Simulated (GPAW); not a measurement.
Runs of GPAW 26.7.0 on GaAs. Symmetry: F-43m, No. 216, cubic system. The conventional cell has a = 5.654 Å, b = 5.654 Å, c = 5.654 Å, α = 90.00°, β = 90.00°, γ = 90.00°. Around As (site symmetry -43m) lie 4 Ga at 2.45 Å. Ga (site symmetry -43m) has 4 As at 2.45 Å as nearest neighbours. 

```csv
task,level,potentials or basis,spin,k mesh,cutoff (eV),smearing,maxiter,hybrids on these orbitals,oneshot functional,exx fraction,eps inf used,other keys,mesh quality,gap on the mesh (eV),pressure (GPa)
one-shot levels of the hybrid HSE06,LDA,"the program's PAW data sets (release 1.2.1) made for this functional, pw",off,5 × 5 × 5,500,fermi-dirac 0.05 eV,150,"["HSE06", "YS-PBE0", "HSE03"]",HSE06,-,-,-,coarse,0.35,-0.8
hybrid scf,SCAN0,"GPAW PAW data sets (gpaw-data 1.2.1), pw",off,4 × 4 × 4,450,fermi-dirac 0.001 eV,40,-,-,0.25,-,-,coarse,(a),-
one-shot levels on a semilocal density,r2SCAN,"GPAW PAW data sets (gpaw-data 1.2.1), pw",off,6 × 6 × 6,450,fermi-dirac 0.05 eV,80,-,-,-,12.547,"several, not listed",not flagged,1.07,-
hybrid scf,r2SCAN50+D4,"GPAW PAW data sets (gpaw-data 1.2.1), pw",off,4 × 4 × 4,500,fermi-dirac 0.001 eV,40,-,-,0.5,-,-,coarse,3.76,-
band structure,SOGGA,"PAW data sets generated in the run's folder for this functional, pw","SOC, no magnetisation",8 × 8 × 8,600,fermi-dirac 0.05 eV,150,-,-,-,-,-,not flagged,0.39,1.2
hybrid scf,r2SCAN-EpsX,"GPAW PAW data sets (gpaw-data 1.2.1), pw",off,4 × 4 × 4,450,fermi-dirac 0.001 eV,40,-,-,0.08,12.547,-,coarse,(b),-
```

Alike in all rows: cell as given.

Q: Estimate the missing entries.

A: (a) 2.24; (b) 1.47.

Caveats: some runs use coarse meshes; the PAW data sets were made with another functional, which shifts forces and pressure a little (some runs); exact exchange converges slowly with the k mesh, and this mesh is small (some runs); the scaled meta-GGA exchange is a class typed in the script (some runs); energy and the plain gap are those of the semilocal run (some runs); the hybrids' values are one shot on its orbitals and mesh (some runs); the cutoff is short for stress and forces, so pressures can be off by a GPa or more (some runs); spin-orbit coupling was added after a scalar SCF, so levels and gaps hold it while energy, forces, pressure and moments don't (some runs).

A k mesh can miss the band edges, and rows without SOC leave out spin-orbit coupling on As, Ga.

Runs at the PBE level aren't shown here.
